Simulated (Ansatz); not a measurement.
NaCl (I-43m) at 2 levels of theory

One geometry, relaxed with PBE; plane waves with PAW potentials in Ansatz, scalar-relativistic. No spin polarisation. Gaps are the least over mesh and band path; pressure is positive in compression.

```
CELL_PARAMETERS angstrom
-4.26231 4.26231 4.26231
4.26231 -4.26231 4.26231
4.26231 4.26231 -4.26231
ATOMIC_POSITIONS crystal
Na 0.31170 0.00000 0.00000
Na 0.68830 0.68830 0.68830
Na 0.00000 0.31170 0.00000
Na 0.00000 0.00000 0.31170
Cl 0.00000 0.67038 0.00000
Cl 0.32962 0.32962 0.32962
Cl 0.67038 0.00000 0.00000
Cl 0.00000 0.00000 0.67038
```

```
level  cutoff (eV)  k mesh  gap (eV)  pressure (GPa)
  PBE          420   4×4×4      4.84             0.0
```

Problem. What comes out on the same cell with r2SCAN?

Solution.
| level | cutoff (eV) | k mesh | gap (eV) | pressure (GPa) |
| --- | --- | --- | --- | --- |
| r2SCAN | 500 | 4×4×4 | 5.55 | -0.4 |

It was reached by relaxing an invented guess, and it needn't be the stable form of this composition.
